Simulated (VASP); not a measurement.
# Mn (Fd-3m) in VASP: notebook

The runs below take Mn through single point, relaxation of cell and atoms, with PBEsol.

Program: VASP 6.6.1. These are calculated values, not measurements. Logs are shortened: lines on timing, memory, paths and dates and some standing lists are left out, and cuts for length are marked.

### Step 1. The structure

It takes space group Fd-3m (No. 227, cubic). The conventional cell has a = 4.883 Å, b = 4.883 Å, c = 4.883 Å, α = 90.00°, β = 90.00°, γ = 90.00°. Around Mn (site symmetry -43m) lie 4 Mn at 2.11 Å.

This isn't the form of Mn at room conditions, which is a 58-atom cubic cell.

### Step 2. Single point, PBEsol

The input, INCAR:

```
SYSTEM = Mn
PREC = Accurate ; ENCUT = 520
EDIFF = 1E-6 ; ISMEAR = -1
SIGMA = 0.1 ; LREAL = .FALSE.
LASPH = .TRUE. ; NELM = 60
ALGO = Normal ; ISIF = 2
LWAVE = .FALSE. ; LCHARG = .TRUE.
GGA = PS ; LELF = .TRUE.
LVHAR = .TRUE. ; NBANDS = 20
```

The input, KPOINTS:

```
regular mesh
0
G
  18 18 18
  0 0 0
```

The input, POSCAR:

```
Mn
1.0
    0.0000000000      2.4417303927      2.4417303927
    2.4417303927      0.0000000000      2.4417303927
    2.4417303927      2.4417303927      0.0000000000
Mn
2
Direct
    0.1250000000      0.1250000000      0.1250000000
    0.8750000000      0.8750000000      0.8750000000
```

Potentials or basis: VASP PAW PBE potentials, release 64 (Mn_pv).

Launch:

```
cat potpaw_PBE.64/Mn_pv/POTCAR > POTCAR
mpirun -np 1 vasp_std > vasp.out
```

OUTCAR:

```text
SYSTEM = Mn
   PREC = Accurate
   ENCUT = 520
   EDIFF = 1E-6
   ISMEAR = -1
   LREAL = .FALSE.
   LASPH = .TRUE.
   NELM = 60
   ISIF = 2
   GGA = PS

 ion  position               nearest neighbor table
   1  0.125  0.125  0.125-   2 2.11   2 2.11   2 2.11   2 2.11
   2  0.875  0.875  0.875-   1 2.11   1 2.11   1 2.11   1 2.11

  LATTYP: Found a face centered cubic cell.
 ALAT       =     4.8834607854

  Lattice vectors:

 A1 = (   0.0000000000,   2.4417303927,   2.4417303927)
 A2 = (   2.4417303927,   0.0000000000,   2.4417303927)
 A3 = (   2.4417303927,   2.4417303927,   0.0000000000)

Analysis of symmetry for initial positions (statically):
=====================================================================
 Subroutine PRICEL returns:
 Original cell was already a primitive cell.

 Routine SETGRP: Setting up the symmetry group for a
 face centered cubic supercell.

 Subroutine GETGRP returns: Found 48 space group operations
 (whereof 12 operations were pure point group operations)
 out of a pool of 48 trial point group operations.

The static configuration has the point symmetry D_3d.
 The point group associated with its full space group is O_h .

Analysis of symmetry for dynamics (positions and initial velocities):
=====================================================================
 Subroutine PRICEL returns:
 Original cell was already a primitive cell.

 Routine SETGRP: Setting up the symmetry group for a
 face centered cubic supercell.

 Subroutine GETGRP returns: Found 48 space group operations
 (whereof 12 operations were pure point group operations)
 out of a pool of 48 trial point group operations.

The dynamic configuration has the point symmetry D_3d.
 The point group associated with its full space group is O_h .

 Subroutine INISYM returns: Found 48 space group operations
 (whereof 12 operations are pure point group operations),
 and found     1 'primitive' translations

----------------------------------------------------------------------------------------

                                     Primitive cell

  volume of cell :      29.1154

  direct lattice vectors                    reciprocal lattice vectors
     0.000000000  2.441730393  2.441730393    -0.204772813  0.204772813  0.204772813
     2.441730393  0.000000000  2.441730393     0.204772813 -0.204772813  0.204772813
     2.441730393  2.441730393  0.000000000     0.204772813  0.204772813 -0.204772813

  length of vectors
     3.453128237  3.453128237  3.453128237     0.354676915  0.354676915  0.354676915

  position of ions in fractional coordinates (direct lattice)
     0.125000000  0.125000000  0.125000000
     0.875000000  0.875000000  0.875000000

  ion indices of the primitive-cell ions
   primitive index   ion index
                 1           1
                 2           2

----------------------------------------------------------------------------------------

 KPOINTS: regular mesh

Automatic generation of k-mesh.
 Grid dimensions read from file:
 generate k-points for:   18   18   18

 Generating k-lattice:

  Cartesian coordinates                     Fractional coordinates (reciprocal lattice)
    -0.011376267  0.011376267  0.011376267     0.055555556  0.000000000  0.000000000
     0.011376267 -0.011376267  0.011376267     0.000000000  0.055555556  0.000000000
     0.011376267  0.011376267 -0.011376267     0.000000000  0.000000000  0.055555556

  Length of vectors
     0.019704273  0.019704273  0.019704273

  Shift w.r.t. Gamma in fractional coordinates (k-lattice)
     0.000000000  0.000000000  0.000000000

 Subroutine IBZKPT returns following result:
 ===========================================

 Found    195 irreducible k-points:

 Following reciprocal coordinates:
            Coordinates               Weight
  0.000000  0.000000  0.000000      1.000000
  0.055556  0.000000  0.000000      8.000000
  0.111111  0.000000  0.000000      8.000000
  0.166667  0.000000  0.000000      8.000000
  0.222222  0.000000  0.000000      8.000000
  0.277778  0.000000  0.000000      8.000000
[... 16 lines left out ...]
 -0.277778  0.055556  0.000000     24.000000
 -0.222222  0.055556  0.000000     24.000000
 [... further k-points ...]
   k-points           NKPTS =    195   k-points in BZ     NKDIM =    195   number of bands    NBANDS=     20
   number of dos      NEDOS =    301   number of ions     NIONS =      2
   total plane-waves  NPLWV =  21952
   dimension x,y,z NGX =    28 NGY =   28 NGZ =   28
   dimension x,y,z NGXF=    56 NGYF=   56 NGZF=   56
   ions per type =               2
   NGX,Y,Z   is equivalent  to a cutoff of  13.48, 13.48, 13.48 a.u.
   NGXF,Y,Z  is equivalent  to a cutoff of  26.96, 26.96, 26.96 a.u.
 SYSTEM =  Mn
   PREC   = accura    normal or accurate (medium, high low for compatibility)
   ISTART =      0    job   : 0-new  1-cont  2-samecut
   ICHARG =      2    charge: 1-file 2-atom 10-const
   ISPIN  =      1    spin polarized calculation?
   LNONCOLLINEAR =      F non collinear calculations
   LSORBIT =      F    spin-orbit coupling
   LASPH  =      T    aspherical Exc in radial PAW
   ENCUT  =  520.0 eV  38.22 Ry    6.18 a.u.   6.42  6.42  6.42*2*pi/ulx,y,z
   NELM   =     60;   NELMIN=  2; NELMDL= -5     # of ELM steps
   EDIFF  = 0.1E-05   stopping-criterion for ELM
   LREAL  =      F    real-space projection
   EDIFFG = 0.1E-04   stopping-criterion for IOM
   NSW    =      0    number of steps for IOM
   IBRION =     -1    ionic relax: 0-MD 1-quasi-New 2-CG
   NFREE  =      0    steps in history (QN), initial steepest desc. (CG)
   ISIF   =      2    stress and relaxation
   ISYM   =      2    0-nonsym 1-usesym 2-fastsym
   POTIM  = 0.5000    time-step for ionic-motion
   TEBEG  =    0.0;   TEEND  =   0.0 temperature during run
   PSTRESS=    0.0 pullay stress
   NELECT =      26.0000    total number of electrons
   NUPDOWN=      -1.0000    fix difference up-down
   EMIN   =  10.00;   EMAX   =-10.00  energy-range for DOS
   EFERMI =   0.00;   METHOD = LEGACY
   ISMEAR =    -1;   SIGMA  =   0.10  broadening in eV -4-tet -1-fermi 0-gaus
   EFERMI_NEDOS =   21; number of points for ismear=-14 and -15
   IALGO  =     38    algorithm
   IMIX   =      4    mixing-type and parameters
     AMIX     =   0.40;   BMIX     =  1.00
     AMIX_MAG =   1.60;   BMIX_MAG =  1.00
  volume/ion in A,a.u.               =      14.56        98.24
  Fermi-wavevector in a.u.,A,eV,Ry     =   1.576491  2.979137 33.814896  2.485325
  Thomas-Fermi vector in A             =   2.677316
   LORBIT       =      0    0 simple, 1 ext, 2 COOP (PROOUT), +10 PAW based schemes
   GGA     = PS    functional components
   LHFCALC =     F    Hartree Fock is set to
   AEXX    =    0.0000 exact exchange contribution
   IVDW    =     0    specifies the selected vdW correction
   LEPSILON=     F    determine dielectric tensor
   LRPA    =     F    only Hartree local field effects (RPA)
 non-spin polarized calculation
  energy-cutoff  :      520.00
  volume of cell :       29.12
 maximum number of plane-waves:       801
 NGX is ok and might be reduce to    28
   NGX = 13   NGY = 13   NGZ = 13

 number of electron      26.0000004 magnetization

 Free energy of the ion-electron system (eV)
  ---------------------------------------------------
  ext. energy  EPLUGINS =         0.00000000
  ---------------------------------------------------
  free energy    TOTEN  =       -16.49178475 eV

  energy without entropy =      -16.42721031  energy(sigma->0) =      -16.45949753

 E-fermi :   6.3369     XC(G=0): -12.0863

 val. band max:        6.3310505560   @ k =  -0.3889   0.2222   0.0000
 cond. band min:       6.3463101905   @ k =  -0.4444   0.5000   0.0556
 fundamental gap:      0.0152596344
 Fermi energy:         6.3368895490

 k-point     1 :       0.0000    0.0000    0.0000
  band No.  band energies     occupation
      1     -41.4580      2.00000
      2     -41.4580      2.00000
      3     -41.4580      2.00000
      4     -40.6531      2.00000
      5     -40.6531      2.00000
      6     -40.6531      2.00000
[... 12 lines left out ...]
     19      21.2107      0.00000
     20      21.2107      0.00000

 k-point     2 :       0.0556    0.0000    0.0000
  band No.  band energies     occupation
      1     -41.4612      2.00000
      2     -41.4612      2.00000
      3     -41.4580      2.00000
      4     -40.6538      2.00000
      5     -40.6499      2.00000
      6     -40.6499      2.00000
[... 12 lines left out ...]
     19      20.7524      0.00000
     20      20.7524      0.00000

 k-point     3 :       0.1111    0.0000    0.0000
  band No.  band energies     occupation
      1     -41.4704      2.00000
      2     -41.4704      2.00000
      3     -41.4581      2.00000
      4     -40.6557      2.00000
      5     -40.6406      2.00000
      6     -40.6406      2.00000
[... 12 lines left out ...]
     19      20.1820      0.00000
     20      20.1820      0.00000

 k-point     4 :       0.1667    0.0000    0.0000
  band No.  band energies     occupation
      1     -41.4840      2.00000
      2     -41.4840      2.00000
      3     -41.4584      2.00000
      4     -40.6584      2.00000
      5     -40.6269      2.00000
      6     -40.6269      2.00000
[... 12 lines left out ...]
     19      19.6547      0.00000
     20      19.6547      0.00000

 k-point     5 :       0.2222    0.0000    0.0000
  band No.  band energies     occupation
      1     -41.5002      2.00000
      2     -41.5002      2.00000
      3     -41.4589      2.00000
      4     -40.6614      2.00000
      5     -40.6106      2.00000
      6     -40.6106      2.00000
[... 12 lines left out ...]
     19      19.1789      0.00000
     20      19.1789      0.00000

 k-point     6 :       0.2778    0.0000    0.0000
  band No.  band energies     occupation
      1     -41.5167      2.00000
      2     -41.5167      2.00000
      3     -41.4598      2.00000
      4     -40.6643      2.00000
      5     -40.5939      2.00000
      6     -40.5939      2.00000
[... 12 lines left out ...]
     19      18.7601      0.00000
     20      18.7601      0.00000

 k-point     7 :       0.3333    0.0000    0.0000
  band No.  band energies     occupation
      1     -41.5317      2.00000
      2     -41.5317      2.00000
      3     -41.4608      2.00000
      4     -40.6667      2.00000
      5     -40.5787      2.00000
      6     -40.5787      2.00000
[... 12 lines left out ...]
     19      18.4083      0.00000
     20      18.4083      0.00000
[... 277 lines left out ...]
 k-point    20 :      -0.4444    0.0556    0.0000
  band No.  band energies     occupation
      1     -41.5709      2.00000
      2     -41.5539      2.00000
      3     -41.4412      2.00000
      4     -40.6882      2.00000
      5     -40.5564      2.00000
      6     -40.5429      2.00000
[... 12 lines left out ...]
     19      17.2847      0.00000
     20      17.8248      0.00000

 k-point    21 :      -0.3889    0.0556    0.0000
  band No.  band energies     occupation
      1     -41.5662      2.00000
      2     -41.5458      2.00000
      3     -41.4420      2.00000
      4     -40.6863      2.00000
      5     -40.5645      2.00000
      6     -40.5473      2.00000
[... 12 lines left out ...]
     19      17.2179      0.00000
     20      18.2218      0.00000

 k-point    22 :      -0.3333    0.0556    0.0000
  band No.  band energies     occupation
      1     -41.5563      2.00000
      2     -41.5334      2.00000
      3     -41.4430      2.00000
      4     -40.6833      2.00000
      5     -40.5769      2.00000
      6     -40.5568      2.00000
[... 12 lines left out ...]
     19      17.2904      0.00000
     20      18.7298      0.00000

 k-point    23 :      -0.2778    0.0556    0.0000
  band No.  band energies     occupation
      1     -41.5421      2.00000
      2     -41.5181      2.00000
      3     -41.4445      2.00000
      4     -40.6791      2.00000
      5     -40.5923      2.00000
      6     -40.5707      2.00000
[... 12 lines left out ...]
     19      17.4885      0.00000
     20      19.3090      0.00000

 k-point    24 :      -0.2222    0.0556    0.0000
  band No.  band energies     occupation
      1     -41.5247      2.00000
      2     -41.5015      2.00000
      3     -41.4465      2.00000
      4     -40.6741      2.00000
      5     -40.6091      2.00000
      6     -40.5876      2.00000
[... 12 lines left out ...]
     19      17.7954      0.00000
     20      19.9448      0.00000

 [... further k-points ...]

------------------------ aborting loop because EDIFF is reached ----------------------------------------

  FORCE on cell =-STRESS in cart. coord.  units (eV):
  Direction    XX          YY          ZZ          XY          YZ          ZX
  --------------------------------------------------------------------------------------
  -------------------------------------------------------------------------------------
  Total        0.1083706      0.1083706      0.1083706      0.0000000      0.0000000      0.0000000
  in kB        5.9634665      5.9634665      5.9634665      0.0000000      0.0000000      0.0000000
  external PRESSURE =       5.9634665 kB  Pullay stress =       0.0000000 kB

 VOLUME and BASIS-vectors are now :
 -----------------------------------------------------------------------------
  energy-cutoff  :      520.00
  volume of cell :       29.12
      direct lattice vectors                 reciprocal lattice vectors
     0.000000000  2.441730393  2.441730393    -0.204772813  0.204772813  0.204772813
     2.441730393  0.000000000  2.441730393     0.204772813 -0.204772813  0.204772813
     2.441730393  2.441730393  0.000000000     0.204772813  0.204772813 -0.204772813

 POSITION                                       TOTAL-FORCE (eV/Angst)
 -----------------------------------------------------------------------------------
      0.61043      0.61043      0.61043        -0.000000     -0.000000     -0.000000
      4.27303      4.27303      4.27303         0.000000      0.000000      0.000000
 -----------------------------------------------------------------------------------
    total drift:                                0.000000     -0.000000     -0.000000

  FREE ENERGIE OF THE ION-ELECTRON SYSTEM (eV)
  ---------------------------------------------------
  free  energy   TOTEN  =       -16.4917847476 eV

  energy  without entropy=      -16.4272103081  energy(sigma->0) =      -16.45949753
```

Run time: 62 s. Hardware: 1 thread of Intel Xeon Platinum 8488C (Sapphire Rapids), shared host; peak memory 0.22 GiB.

Results:

```yaml
Free_energy: -16.4918 eV
Pressure: 0.6 GPa
Band_gap_on_the_k_mesh: none (metal or under the smearing width)
```

Caveat: the PAW data sets were made with another functional, which shifts forces and pressure a little; the run has no spin polarisation, though such a crystal can be magnetic. Spin polarisation is off, so any magnetic state and its effect on volume and gap are missing.

(Continued in part 2 of 3.)
